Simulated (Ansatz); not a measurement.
Re:

```xyz
2
Lattice="2.7608 0.0000 0.0000 -1.3804 2.3909 0.0000 0.0000 0.0000 4.4582" Properties=species:S:1:pos:R:3 pbc="T T T"
Re    1.3804    0.7970    3.3436
Re    0.0000    1.5939    1.1145
```

Base run:

- Program: Ansatz 0.2.0
- Functional: PBEsol
- Potentials or basis: all-electron LAPW, scalar-relativistic
- Cutoff: 281 eV
- Density cutoff: 1123 eV
- Basis error allowed: 0.001 eV/atom
- k mesh: 11 × 11 × 6
- Occupations: fermi-dirac, width 0.05 eV
- Spin: no spin polarisation

Its results: pressure -4.1 GPa.

Task: The run is repeated on the same cell with these changes: functional from PBEsol to PBE. What comes out?

Result: Pressure 6.1 GPa.

PBE binds less tightly than PBEsol, so the same cell stands under more pressure.

Not every run made on this cell is shown here.
